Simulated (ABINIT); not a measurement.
# BaTe (Fm-3m): G0W0 in ABINIT against the plane-wave cutoff, part 2 of 2

Aim: move the plane-wave cutoff of a G0W0 run on BaTe (Fm-3m) over a wide range.

ABINIT 10.8.3; PBE and many-body steps on it, plane waves. Known limits of the many-body steps: not at the basis limit; exchange with frozen shells missing; no spin-orbit coupling; coarse k mesh.

So far. Step 5 (Empty states on the mesh, 2×2×2 mesh, 52 bands): On this mesh the gap is 1.541 eV. Step 6 (Screening, 2×2×2 mesh, 48 bands, screening to 106.1 eV): Local fields lower ε∞ by 17 %. On a Γ-centred mesh this coarse the value itself is usually too large, while a short band sum pulls it down.

The database entry behind the starting cell differs from later determinations by our own check (about 0.2 % short), so it need not match the best structure at ambient conditions.

## 8. Screening, 2×2×2 mesh, 48 bands, screening to 106.1 eV

This step: RPA screening on PBE, plane waves, norm-conserving pseudopotentials.

run.abi reads:

```
acell 3*1.0 Angstrom
rprim 
  -0.000000000000 3.493000000000 3.493000000000
  3.493000000000 -0.000000000000 3.493000000000
  3.493000000000 3.493000000000 -0.000000000000
ntypat 2
znucl 56 52
natom 2
typat 1 2
xred 
  0.000000000000 0.000000000000 0.000000000000
  0.500000000000 0.500000000000 0.500000000000
pp_dirpath "pseudos"
pseudos "Ba.upf, Te.upf"
ecut 27
ngkpt 2 2 2
nshiftk 1
shiftk 0 0 0
kptopt 1
chksymbreak 0
istwfk *1
occopt 1
irdwfk 1
optdriver 3
nband 48
ecuteps 3.9
inclvkb 2
awtr 1
symchi 1
indata_prefix "in"
outdata_prefix "out"
tmpdata_prefix "tmp"
```

Started as:

```console
$ OMP_NUM_THREADS=1 mpirun -n 4 abinit run.abi > log
```

Numbers of over 12 decimals in the logs are rounded to 6 here.

Output:

```text
.Version 10.8.3 of ABINIT. v10.8.2 released Aug 2026.

 Symmetries : space group Fm -3 m (#225); Bravais cF (face-center cubic)
[... echo of the input left out ...]
== DATASET  1 ==================================================================
-   mpi_nproc: 4, omp_nthreads: 1 (-1 if OMP is not activated)

--- !DatasetInfo
iteration_state: {dtset: 1, }
dimensions: {natom: 2, nkpt: 3, mband: 48, nsppol: 1, nspinor: 1, nspden: 1, mpw: 3892, }
cutoff_energies: {ecut:  27.0, pawecutdg:  -1.0, }
electrons: {nelect:   2.60000000E+01, charge:   0.00000000E+00, occopt:   1.00000000E+00, tsmear:   1.00000000E-02, }

 SCREENING: Calculation of the susceptibility and dielectric matrices

 Based on a program developped by R.W. Godby, V. Olevano, G. Onida, and L. Reining.
 Incorporated in ABINIT by V. Olevano, G.-M. Rignanese, and M. Torrent.
.Using double precision arithmetic ; gwpc =  8

[... cell and pseudopotentials left out ...]
--------------------------------------------------------------------------------

 ==== K-mesh for the wavefunctions ====
 Number of points in the irreducible wedge :     3
[... list of points left out ...]
 Together with 48 symmetry operations and time-reversal symmetry
 yields     8 points in the full Brillouin Zone.

 ==== Q-mesh for the screening function ====
 Number of points in the irreducible wedge :     3
[... list of points left out ...]
 Together with 48 symmetry operations and time-reversal symmetry
 yields     8 points in the full Brillouin Zone.

 setmesh: FFT mesh size selected  =    30x   30x   30
          total number of points  =        27000

 vcoul_init : cutoff-mode = AUXILIARY_FUNCTION
 q-points for optical limit:   1
     1)      0.000010    0.000020    0.000030

- screening: taking advantage of time-reversal symmetry
- Maximum band index for partially occupied states nbvw = 13
- Remaining bands to be divided among processors   nbcw = 35
- Number of bands treated by each node ~8

 Number of electrons calculated from density =   26.0000; Expected =   26.0000
 average of density, n =  0.045201
 r_s =    1.7415
 omega_plasma =   20.5084 [eV]

 calculating chi0 at frequencies [eV] :
  1    0.000000E+00    0.000000E+00
  2    0.000000E+00    2.050837E+01

--------------------------------------------------------------------------------
  q-point number  1        q = ( 0.000000, 0.000000, 0.000000) [r.l.u.]
--------------------------------------------------------------------------------
[... chi0 elements left out ...]
 For q-point:  0.000010 0.000020 0.000030
  dielectric constant =  11.8212
  dielectric constant without local fields =  14.2310

  Average fulfillment of the sum rule on Im[epsilon] for q-point    1 :     46.18  [%]
[... wings left out ...]
  q-point number  2        q = ( 0.500000, 0.000000, 0.000000) [r.l.u.]
--------------------------------------------------------------------------------
[... chi0 elements left out ...]
  Average fulfillment of the sum rule on Im[epsilon] for q-point    2 :     56.77  [%]

 [... 1 further q-points ...]
```

Elapsed: 5.3 s, on 4 MPI ranks of Arm Neoverse N1, shared host; peak memory 0.22 GiB.

This step gave:

```
ε∞ with local fields, on this mesh, along the program's q direction : 11.82
the same without local fields                                       : 14.23
plasma frequency                                                    : 20.51 eV
plane waves in the screening matrix                                 : 181
```

## 9. 27 Ha

The self-energy is evaluated for the states that the input lists, and the levels follow from it, in one-shot runs by the linearised quasiparticle equation.

This step: G0W0 on PBE, plane waves, norm-conserving pseudopotentials.

run.abi, as its differences from that of step 8:

```diff
@@ -23,8 +23,17 @@
 irdwfk 1
-optdriver 3
+optdriver 4
 nband 48
+gwcalctyp 0
+ecutsigx 27
+symsigma 1
+nkptgw 2
+kptgw 
+  0.0000000000 0.0000000000 0.0000000000
+  0.5000000000 0.5000000000 0.0000000000
+bdgw 
+  11 17
+  12 15
 ecuteps 3.9
-inclvkb 2
-awtr 1
-symchi 1
+irdscr 1
+ppmodel 1
 indata_prefix "in"
```

Output:

```text
.Version 10.8.3 of ABINIT. v10.8.2 released Aug 2026.

 Symmetries : space group Fm -3 m (#225); Bravais cF (face-center cubic)
[... echo of the input left out ...]
== DATASET  1 ==================================================================
-   mpi_nproc: 4, omp_nthreads: 1 (-1 if OMP is not activated)

--- !DatasetInfo
iteration_state: {dtset: 1, }
dimensions: {natom: 2, nkpt: 3, mband: 48, nsppol: 1, nspinor: 1, nspden: 1, mpw: 3892, }
cutoff_energies: {ecut:  27.0, pawecutdg:  -1.0, }
electrons: {nelect:   2.60000000E+01, charge:   0.00000000E+00, occopt:   1.00000000E+00, tsmear:   1.00000000E-02, }

 SIGMA: Calculation of the GW corrections

 Based on a program developped by R.W. Godby, V. Olevano, G. Onida, and L. Reining.
 Incorporated in ABINIT by V. Olevano, G.-M. Rignanese, and M. Torrent.
.Using double precision arithmetic ; gwpc =  8

[... cell and pseudopotentials left out ...]
--------------------------------------------------------------------------------

 ==== K-mesh for the wavefunctions ====
 Number of points in the irreducible wedge :     3
[... list of points left out ...]
 Together with 48 symmetry operations and time-reversal symmetry
 yields     8 points in the full Brillouin Zone.

 ==== Q-mesh for screening function ====
 Number of points in the irreducible wedge :     3
[... list of points left out ...]
 Together with 48 symmetry operations and time-reversal symmetry
 yields     8 points in the full Brillouin Zone.

 vcoul_init : cutoff-mode = AUXILIARY_FUNCTION
 q-points for optical limit:   1
     1)      0.000010    0.000020    0.000030
 setmesh: FFT mesh size selected  =    45x   45x   45
          total number of points  =        91125

 Number of electrons calculated from density =   26.0000; Expected =   26.0000
[...]
number of omega for Sigma on real axis              0
 max omega for Sigma on real axis  [eV]           0.00
 zcut for avoiding poles [eV]                     0.10

 EPSILON^-1 parameters (SCR file):
 dimension of the eps^-1 matrix on file            181
 dimension of the eps^-1 matrix used               181
 number of plane-waves for wavefunctions          3839
 number of bands                                    48
 number of q-points in IBZ                           3
 number of frequencies                               2
 number of real frequencies                          1
 number of imag frequencies                          1

 matrix elements of self-energy operator (all in [eV])

 Perturbative Calculation

--- !SelfEnergy_ee
iteration_state: {dtset: 1, }
kpoint     : [   0.000,    0.000,    0.000, ]
spin       : 1
KS_gap     :    2.951
QP_gap     :    3.964
Delta_QP_KS:    1.013
data: !SigmaeeData |
     Band     E0 <VxcDFT>   SigX SigC(E0)      Z dSigC/dE  Sig(E)    E-E0       E
       11   3.636 -11.654 -14.567   2.331   0.802  -0.246 -12.121  -0.467   3.169
       12   3.636 -11.654 -14.567   2.331   0.802  -0.246 -12.121  -0.467   3.169
       13   3.636 -11.654 -14.567   2.331   0.802  -0.246 -12.121  -0.467   3.169
[...]
--- !SelfEnergy_ee
iteration_state: {dtset: 1, }
kpoint     : [   0.500,    0.500,    0.000, ]
spin       : 1
KS_gap     :    1.917
QP_gap     :    2.990
Delta_QP_KS:    1.073
data: !SigmaeeData |
     Band     E0 <VxcDFT>   SigX SigC(E0)      Z dSigC/dE  Sig(E)    E-E0       E
[...]
14   5.180  -7.542  -3.640  -3.175   0.819  -0.221  -6.947   0.595   5.775
       15   8.117 -10.440  -5.552  -3.277   0.818  -0.223  -9.123   1.317   9.434

== END DATASET(S) ==============================================================
================================================================================

 -outvars: echo values of variables after computation  --------
           etotal      0.0000000000E+00
            nband          48
             nkpt           3
          spgroup         225
 [... the other variables as echoed above ...]

 Calculation completed.
```

The job ended after 5.7 s (4 MPI ranks; peak memory 0.22 GiB).

This step gave:

* G0W0 gap on the points computed: 2.606 eV
* starting gap on the mesh: 1.544 eV
* k of the valence top: 0, 0, 0
* k of the conduction bottom: 0.5, 0.5, 0
* Z at the valence top: 0.802
* Z at the conduction bottom: 0.819
* least direct G0W0 gap on the computed points: 2.99 eV

The gap on the mesh goes from 1.54 eV to 2.61 eV, a correction of +1.06 eV.

## 10. Screening, 2×2×2 mesh, 48 bands, screening to 106.1 eV

This step: RPA screening on PBE, plane waves, norm-conserving pseudopotentials.

run.abi, as its differences from that of step 9:

```diff
@@ -14,3 +14,3 @@
 pseudos "Ba.upf, Te.upf"
-ecut 27
+ecut 34
 ngkpt 2 2 2
@@ -23,17 +23,8 @@
 irdwfk 1
-optdriver 4
+optdriver 3
 nband 48
-gwcalctyp 0
-ecutsigx 27
-symsigma 1
-nkptgw 2
-kptgw 
-  0.0000000000 0.0000000000 0.0000000000
-  0.5000000000 0.5000000000 0.0000000000
-bdgw 
-  11 17
-  12 15
 ecuteps 3.9
-irdscr 1
-ppmodel 1
+inclvkb 2
+awtr 1
+symchi 1
 indata_prefix "in"
```

Output:

```text
.Version 10.8.3 of ABINIT. v10.8.2 released Aug 2026.

 Symmetries : space group Fm -3 m (#225); Bravais cF (face-center cubic)
[... echo of the input left out ...]
== DATASET  1 ==================================================================
-   mpi_nproc: 4, omp_nthreads: 1 (-1 if OMP is not activated)

--- !DatasetInfo
iteration_state: {dtset: 1, }
dimensions: {natom: 2, nkpt: 3, mband: 48, nsppol: 1, nspinor: 1, nspden: 1, mpw: 5577, }
cutoff_energies: {ecut:  34.0, pawecutdg:  -1.0, }
[...]
--------------------------------------------------------------------------------
[... chi0 elements left out ...]
 For q-point:  0.000010 0.000020 0.000030
  dielectric constant =  11.8444
  dielectric constant without local fields =  14.2632

  Average fulfillment of the sum rule on Im[epsilon] for q-point    1 :     46.19  [%]
[... wings left out ...]
  q-point number  2        q = ( 0.500000, 0.000000, 0.000000) [r.l.u.]
--------------------------------------------------------------------------------
[... chi0 elements left out ...]
  Average fulfillment of the sum rule on Im[epsilon] for q-point    2 :     56.76  [%]

 [... 1 further q-points ...]
```

Wall time 6.6 s (4 MPI ranks); peak memory 0.6 GiB.

This step gave:

```
ε∞ with local fields, on this mesh, along the program's q direction : 11.84
the same without local fields                                       : 14.26
plasma frequency                                                    : 20.51 eV
plane waves in the screening matrix                                 : 181
```

## 11. 34 Ha

This step: G0W0 on PBE, plane waves, norm-conserving pseudopotentials.

run.abi, as its differences from that of step 10:

```diff
@@ -23,8 +23,17 @@
 irdwfk 1
-optdriver 3
+optdriver 4
 nband 48
+gwcalctyp 0
+ecutsigx 34
+symsigma 1
+nkptgw 2
+kptgw 
+  0.0000000000 0.0000000000 0.0000000000
+  0.5000000000 0.5000000000 0.0000000000
+bdgw 
+  11 17
+  12 15
 ecuteps 3.9
-inclvkb 2
-awtr 1
-symchi 1
+irdscr 1
+ppmodel 1
 indata_prefix "in"
```

Output:

```text
.Version 10.8.3 of ABINIT. v10.8.2 released Aug 2026.

 Symmetries : space group Fm -3 m (#225); Bravais cF (face-center cubic)
[... echo of the input left out ...]
== DATASET  1 ==================================================================
-   mpi_nproc: 4, omp_nthreads: 1 (-1 if OMP is not activated)

--- !DatasetInfo
iteration_state: {dtset: 1, }
dimensions: {natom: 2, nkpt: 3, mband: 48, nsppol: 1, nspinor: 1, nspden: 1, mpw: 5577, }
cutoff_energies: {ecut:  34.0, pawecutdg:  -1.0, }
[...]
Band     E0 <VxcDFT>   SigX SigC(E0)      Z dSigC/dE  Sig(E)    E-E0       E
[...]
14   5.177  -7.544  -3.643  -3.175   0.819  -0.221  -6.949   0.594   5.771
       15   8.114 -10.441  -5.557  -3.274   0.818  -0.223  -9.124   1.318   9.431

== END DATASET(S) ==============================================================
================================================================================

 -outvars: echo values of variables after computation  --------
           etotal      0.0000000000E+00
            nband          48
             nkpt           3
          spgroup         225
 [... the other variables as echoed above ...]

 Calculation completed.
```

Run time: 6.5 s. Hardware: 4 MPI ranks; peak memory 0.68 GiB; 26 s of CPU time.

This step gave:

| Item | Value |
| --- | --- |
| G0W0 gap on the points computed | 2.602 eV |
| starting gap on the mesh | 1.541 eV |
| k of the valence top | 0, 0, 0 |
| k of the conduction bottom | 0.5, 0.5, 0 |
| least direct G0W0 gap on the computed points | 2.984 eV |

Against the run before, the gap moves by −0.004 eV.

## 12. Screening, 2×2×2 mesh, 48 bands, screening to 106.1 eV

This step: RPA screening on PBE, plane waves, norm-conserving pseudopotentials.

run.abi, as its differences from that of step 11:

```diff
@@ -14,3 +14,3 @@
 pseudos "Ba.upf, Te.upf"
-ecut 34
+ecut 42
 ngkpt 2 2 2
@@ -23,17 +23,8 @@
 irdwfk 1
-optdriver 4
+optdriver 3
 nband 48
-gwcalctyp 0
-ecutsigx 34
-symsigma 1
-nkptgw 2
-kptgw 
-  0.0000000000 0.0000000000 0.0000000000
-  0.5000000000 0.5000000000 0.0000000000
-bdgw 
-  11 17
-  12 15
 ecuteps 3.9
-irdscr 1
-ppmodel 1
+inclvkb 2
+awtr 1
+symchi 1
 indata_prefix "in"
```

Output:

```text
.Version 10.8.3 of ABINIT. v10.8.2 released Aug 2026.

 Symmetries : space group Fm -3 m (#225); Bravais cF (face-center cubic)
[... echo of the input left out ...]
== DATASET  1 ==================================================================
-   mpi_nproc: 4, omp_nthreads: 1 (-1 if OMP is not activated)

--- !DatasetInfo
iteration_state: {dtset: 1, }
dimensions: {natom: 2, nkpt: 3, mband: 48, nsppol: 1, nspinor: 1, nspden: 1, mpw: 7498, }
cutoff_energies: {ecut:  42.0, pawecutdg:  -1.0, }
[...]
--------------------------------------------------------------------------------
[... chi0 elements left out ...]
 For q-point:  0.000010 0.000020 0.000030
  dielectric constant =  11.8445
  dielectric constant without local fields =  14.2632

  Average fulfillment of the sum rule on Im[epsilon] for q-point    1 :     46.18  [%]
[... wings left out ...]
  q-point number  2        q = ( 0.500000, 0.000000, 0.000000) [r.l.u.]
--------------------------------------------------------------------------------
[... chi0 elements left out ...]
  Average fulfillment of the sum rule on Im[epsilon] for q-point    2 :     56.76  [%]

 [... 1 further q-points ...]
```

The job ended after 7.2 s (4 MPI ranks; peak memory 0.64 GiB; 29 s of CPU time).

This step gave:

| Item | Value |
| --- | --- |
| ε∞ with local fields, on this mesh, along the program's q direction | 11.84 |
| the same without local fields | 14.26 |
| plasma frequency | 20.51 eV |
| plane waves in the screening matrix | 181 |

## 13. 42 Ha

This step: G0W0 on PBE, plane waves, norm-conserving pseudopotentials.

run.abi, as its differences from that of step 12:

```diff
@@ -23,8 +23,17 @@
 irdwfk 1
-optdriver 3
+optdriver 4
 nband 48
+gwcalctyp 0
+ecutsigx 42
+symsigma 1
+nkptgw 2
+kptgw 
+  0.0000000000 0.0000000000 0.0000000000
+  0.5000000000 0.5000000000 0.0000000000
+bdgw 
+  11 17
+  12 15
 ecuteps 3.9
-inclvkb 2
-awtr 1
-symchi 1
+irdscr 1
+ppmodel 1
 indata_prefix "in"
```

Output:

```text
.Version 10.8.3 of ABINIT. v10.8.2 released Aug 2026.

 Symmetries : space group Fm -3 m (#225); Bravais cF (face-center cubic)
[... echo of the input left out ...]
== DATASET  1 ==================================================================
-   mpi_nproc: 4, omp_nthreads: 1 (-1 if OMP is not activated)

--- !DatasetInfo
iteration_state: {dtset: 1, }
dimensions: {natom: 2, nkpt: 3, mband: 48, nsppol: 1, nspinor: 1, nspden: 1, mpw: 7498, }
cutoff_energies: {ecut:  42.0, pawecutdg:  -1.0, }
[...]
Band     E0 <VxcDFT>   SigX SigC(E0)      Z dSigC/dE  Sig(E)    E-E0       E
[...]
14   5.177  -7.544  -3.644  -3.175   0.819  -0.221  -6.950   0.594   5.770
       15   8.113 -10.441  -5.558  -3.276   0.818  -0.223  -9.127   1.314   9.428

== END DATASET(S) ==============================================================
================================================================================

 -outvars: echo values of variables after computation  --------
           etotal      0.0000000000E+00
            nband          48
             nkpt           3
          spgroup         225
 [... the other variables as echoed above ...]

 Calculation completed.
```

Run time: 7.1 s. Hardware: 4 MPI ranks; peak memory 0.72 GiB.

Numbers from this step:

```
G0W0 gap on the points computed              : 2.601 eV
starting gap on the mesh                     : 1.541 eV
k of the valence top                         : 0, 0, 0
k of the conduction bottom                   : 0.5, 0.5, 0
least direct G0W0 gap on the computed points : 2.983 eV
```

Against the run before, the gap moves by −0.001 eV.

## 14. Side by side

Times are wall times on 4 MPI ranks of Arm Neoverse N1, shared host, good to a factor of about two. A run's time includes the screening step that it read.

| run | mesh | bands | screening cutoff (eV) | DFT gap (eV) | gap on the mesh (eV) | direct (eV) | ε∞ used | time |
| --- | --- | --- | --- | --- | --- | --- | --- | --- |
| 20 Ha | 2×2×2 | 48 | 106.1 | 1.584 | 2.681 | 3.059 | 11.53 | 10 s |
| 27 Ha | 2×2×2 | 48 | 106.1 | 1.544 | 2.606 | 2.990 | 11.82 | 11 s |
| 34 Ha | 2×2×2 | 48 | 106.1 | 1.541 | 2.602 | 2.984 | 11.84 | 13 s |
| 42 Ha | 2×2×2 | 48 | 106.1 | 1.541 | 2.601 | 2.983 | 11.84 | 14 s |

## 15. Results

| Quantity | Value |
| --- | --- |
| 20 Ha | 2.681 eV |
| 27 Ha | 2.606 eV |
| 34 Ha | 2.602 eV |
| 42 Ha | 2.601 eV |
| known limits | not at the basis limit; exchange with frozen shells missing; no spin-orbit coupling; coarse k mesh |

In words: The setting moved: plane-wave cutoff. From 20 Ha to 42 Ha the gap moves by −0.08 eV. It holds to 0.03 eV from 27 Ha on. Bands and screening cutoff are coupled, so a series along one setting does not show full convergence. Bands and cutoff are finite, so the gap is not at the basis limit. The miss can reach some tenths of an eV and take either sign; the mesh is an error of its own. In the G0W0 runs levels were corrected at 2 k points alone, so a gap called «on the mesh» is the least over those, and an edge elsewhere would be missed. The 2×2×2 mesh is coarse for this cell, which bears on the long-range parts of exchange and screening. The norm-conserving file of at least one element keeps a d shell over frozen s and p shells of the same row. Exchange with those shells is missing from the self-energy, an error of 0.3 to 0.9 eV in cases checked, whose sign depends on which edge lies on those atoms. The many-body steps are scalar-relativistic: spin-orbit coupling is not in them.

[Paths, hosts, dates, memory and timing lines, banners, echoed tables and standing remarks are left out of the program output.]

[Logs are printed without paths, hosts, clocks, repeated set-up lines and the standing remarks that a program may print on its own settings, such as how far it seeks lower states.]

[Runs of the session that timed out or met a known fault of the program may be left out.]

[Hosts, paths, dates, database ids (printed as entryN), source tags and the programs' standing remarks are cut or masked in the printed files.]

[G0W0 gaps are taken among the corrected bands and points alone; a level outside them can change the order at an edge.]

[Where Ansatz stands beside ABINIT at settings called matched, ABINIT's density can come from a denser mesh and the files from another edition; pairs whose starting gaps differed by over 0.03 eV were left out, so agreement reads better than it is.]
